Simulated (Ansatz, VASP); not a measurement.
# AlN: VASP beside Ansatz

Contents of INCAR:

```
SYSTEM = AlN
  ALGO = Normal
  EDIFF = 1E-6
  ENCUT = 520
  GGA = PE
  ISIF = 2
  ISMEAR = 0
  LASPH = .True.
  LCHARG = .True.
  LELF = .True.
  LREAL = .False.
  LVHAR = .True.
  LWAVE = .False.
  NBANDS = 11
  NELM = 60
  PREC = Accurate
  SIGMA = 0.05
```

KPOINTS

```
k-points
0
Gamma
  10 10 10
  0 0 0
```

Contents of POSCAR:

```
AlN
1.0
    0.0000000000      2.1839935596      2.1839935596
    2.1839935596      0.0000000000      2.1839935596
    2.1839935596      2.1839935596      0.0000000000
Al N
1 1
Direct
    0.0000000000      0.0000000000      0.0000000000
    0.7500000000      0.7500000000      0.7500000000
```

Input for Ansatz:

```yaml
crystal:
  lattice:
    - [0.0, 2.1839935596, 2.1839935596]
    - [2.1839935596, 0.0, 2.1839935596]
    - [2.1839935596, 2.1839935596, 0.0]
  atoms:
    - { symbol: Al, position: [0.0, 0.0, 0.0] }
    - { symbol: "N", position: [0.75, 0.75, 0.75] }
basis:
  ecutwfc: 420
kpoints:
  mp_grid: { grid: [10, 10, 10] }
hamiltonian:
  xc: pbe
scf:
  occupations: { method: gaussian, width: 0.05 }
output:
  forces: true
  stress: true
  eigenvalues: true
```

Measurements of this composition are mostly on another form, of space group No. 186.

Alike in both runs: task single point; functional PBE; k mesh 10 × 10 × 10; occupations gaussian, width 0.05 eV; no spin polarisation.

|  | VASP | Ansatz |
| --- | --- | --- |
| version | VASP 6.6.1 | Ansatz 0.2.0 |
| potentials or method | VASP PAW PBE potentials, release 64 (Al, N) | scalar-relativistic, plane waves, PAW |
| plane-wave cutoff (eV) | 520 | 420 |
| valence electrons in the cell | 8 | 8 |

```csv
,VASP,Ansatz,Ansatz less VASP
gap on the k mesh at the Fermi level (eV),3.32,3.33,+0.008
least direct gap on the mesh (eV),4.20,4.19,-0.010
pressure (GPa),4.6,4.9,+0.28
```

A k mesh can miss the band edges. A hybrid or GW would open this gap; PBE tends to underestimate it.
